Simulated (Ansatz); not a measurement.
Start from RuO₂ in the rutile structure (space group P4_2/mnm, No. 136).

```
RuO2
1.0
    4.46729     0.00000     0.00000
    0.00000     4.46729     0.00000
    0.00000     0.00000     3.09265
Ru O
2 4
Cartesian
  0.00000   0.00000   0.00000
  2.23364   2.23364   1.54632
  1.36748   1.36748   0.00000
  3.60112   0.86617   1.54632
  0.86617   3.60112   1.54632
  3.09981   3.09981   0.00000
```

The values are results of PBEsol (Ansatz, a first-principles code), no spin-orbit coupling, earlier PAW set, not measurements.

Before the change:

```
Property              Result
-------------------  -------
Lattice parameter a  4.467 Å
c/a ratio              0.692
```

Now apply this change: cell and atoms relaxed at a pressure of 100 GPa.

Task: Predict the new lattice parameter a.

Result: The lattice parameter a shrinks by 0.4037 Å to 4.064 Å.

Task: Predict the new c/a ratio.

Result: The c/a ratio increases by 0.0452 (0.692 → 0.738).

Load acts through the strain it causes; cell and atoms are relaxed under it. Stability against distortions was not tested. No other phases were tried under pressure. No Hubbard U is applied, and correlation can decide whether such a compound is a metal. All final runs are without spin polarisation.
